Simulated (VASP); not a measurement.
A run of VASP 6.6.1:

The input POSCAR:

```
BN                                      
1.0
    2.5062642032      0.0000000000      0.0000000000
   -1.2531321016      2.1704884687     -0.0000000000
    0.0000000000      0.0000000000      6.5842539460
  B               N             
     2     2
Direct
     0.3333333332999970    0.6666666667000030    0.2500000000000000
     0.6666666667000030    0.3333333332999970    0.7500000000000000
     0.3333333332999970    0.6666666667000030    0.7500000000000000
     0.6666666667000030    0.3333333332999970    0.2500000000000000
```

Contents of INCAR.step1:

```
SYSTEM = BN
PREC = Accurate ; ENCUT = 520
EDIFF = 1E-5 ; ISMEAR = 0
SIGMA = 0.03 ; LREAL = .FALSE.
LASPH = .TRUE. ; NELM = 80
ALGO = Normal ; LWAVE = .TRUE.
LCHARG = .FALSE. ; KPAR = 4
GGA = PE
```

The input INCAR.step2:

```
SYSTEM = BN
PREC = Accurate ; ENCUT = 520
EDIFF = 1E-6 ; ISMEAR = 0
SIGMA = 0.03 ; LREAL = .FALSE.
LASPH = .TRUE. ; NELM = 80
ALGO = Normal ; ISIF = 3
LWAVE = .FALSE. ; LCHARG = .FALSE.
GGA = PE ; LHFCALC = .TRUE.
HFSCREEN = 0.2 ; PRECFOCK = Fast
IBRION = 2 ; NSW = 25
EDIFFG = -0.01 ; KPAR = 4
ISTART = 1
```

The input KPOINTS:

```
Automatic mesh
0
G
  9 9 3
  0 0 0
```

Potentials or basis: VASP PAW PBE potentials, release 64 (B, N).

Command:

```bash
$ cat potpaw_PBE.64/B/POTCAR potpaw_PBE.64/N/POTCAR > POTCAR
$ cp INCAR.step1 INCAR
$ mpirun -np 4 vasp_std > vasp.out
$ cp INCAR.step2 INCAR
$ mpirun -np 4 vasp_std > vasp.out
```

Hardware: 4 MPI ranks on Intel(R) Xeon(R) Platinum 8488C (Sapphire Rapids) (shared host).

Question: Estimate the wall time of this run.

Answer: Wall time 31 min on 4 MPI ranks on Intel(R) Xeon(R) Platinum 8488C (Sapphire Rapids) (shared host), peak memory 0.25 GiB a rank. Counts: scf iterations 113, k points 24, ion steps 11.
